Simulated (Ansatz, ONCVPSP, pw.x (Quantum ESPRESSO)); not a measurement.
# niobium (Nb): does the ONCV potential hold in the solid?

- Element: niobium
- Generator: ONCVPSP 4.0.1
- Type: optimised norm-conserving Vanderbilt (ONCV)
- Functional: PBE
- Relativity: scalar-relativistic
- Frozen core: [Ar] 3d10
- Valence charge: 13
- Reference configuration: 4s2 4p6 4d4 5s1
- Partial waves: 4s+5s: rc 2.00 bohr, ncon 4, nbas 7, qcut 7.2 1/bohr, 2 projectors; 4p: rc 1.85 bohr, ncon 4, nbas 7, qcut 7.7 1/bohr, 1 projector; 4d: rc 1.95 bohr, ncon 3, nbas 7, qcut 4.6 1/bohr, 2 projectors, debl 0.6 Ha
- Local potential: polynomial inside 1.45 bohr (lpopt 5, dvloc0 2 Ha)
- Core correction: none

Crystal test: fcc Nb in pw.x 7.5, no spin, 13³ k-points, Fermi–Dirac smearing 0.01 Ry, cutoffs 50/200 Ry. The lattice is a test structure that the element need not adopt, and mesh and smearing are coarse.

pw.x input:

```
&control
  calculation='scf', prefix='x', pseudo_dir='./', outdir='./tmp', tstress=.true., disk_io='low'
/
&system
  ibrav=0, nat=1, ntyp=1, ecutwfc=50, ecutrho=200, nbnd=14,
  occupations='smearing', smearing='fd', degauss=0.01
/
&electrons
  conv_thr=1e-09, mixing_beta=0.4, electron_maxstep=70
/
ATOMIC_SPECIES
Nb 1.0 Nb.UPF
CELL_PARAMETERS angstrom
  0.00000000 2.10948094 2.10948094
  2.10948094 0.00000000 2.10948094
  2.10948094 2.10948094 0.00000000
ATOMIC_POSITIONS crystal
Nb 0.0000 0.0000 0.0000
K_POINTS automatic
13 13 13 0 0 0
```

```bash
pw.x < Nb.scf.in > Nb.scf.out
```

Task: How does the run end?

Result: It converges; the pressure is -1.09 GPa against 0.27 GPa from all-electron LAPW. Atomic configuration tests: 1 of 4 tests not solved or not reliable. The log shows:

```
     number of Kohn-Sham states=           14
     kinetic-energy cutoff     =      50.0000  Ry
     charge density cutoff     =     200.0000  Ry
     scf convergence threshold =      1.0E-09
     Exchange-correlation= PBE
     number of k points=    84  Fermi-Dirac smearing, width (Ry)=  0.0100
     iteration #  1     ecut=    50.00 Ry     beta= 0.40
     total energy              =    -114.39669397 Ry
     estimated scf accuracy    <       0.09616183 Ry
     iteration #  2     ecut=    50.00 Ry     beta= 0.40
     total energy              =    -114.39850400 Ry
     estimated scf accuracy    <       0.01312827 Ry
     iteration #  3     ecut=    50.00 Ry     beta= 0.40
     total energy              =    -114.40003641 Ry
     estimated scf accuracy    <       0.00076348 Ry
     iteration #  4     ecut=    50.00 Ry     beta= 0.40
     total energy              =    -114.40007923 Ry
     estimated scf accuracy    <       0.00003150 Ry
     iteration #  5     ecut=    50.00 Ry     beta= 0.40
     total energy              =    -114.40008657 Ry
     estimated scf accuracy    <       0.00000059 Ry
     iteration #  6     ecut=    50.00 Ry     beta= 0.40
     total energy              =    -114.40008664 Ry
     estimated scf accuracy    <       0.00000003 Ry
     iteration #  7     ecut=    50.00 Ry     beta= 0.40
     total energy              =    -114.40008663 Ry
     estimated scf accuracy    <          9.9E-09 Ry
     iteration #  8     ecut=    50.00 Ry     beta= 0.40
     the Fermi energy is    17.4400 ev
!    total energy              =    -114.40008664 Ry
     estimated scf accuracy    <          2.0E-11 Ry
     smearing contrib. (-TS)   =      -0.00682132 Ry
     The total energy is F=E-TS. E is the sum of the following terms:
     one-electron contribution =     -19.30061278 Ry
     hartree contribution      =      15.72932501 Ry
     xc contribution           =     -13.63490246 Ry
     ewald contribution        =     -97.18707509 Ry
     convergence has been achieved in   8 iterations
          total   stress  (Ry/bohr**3)                   (kbar)     P=      -10.95
```
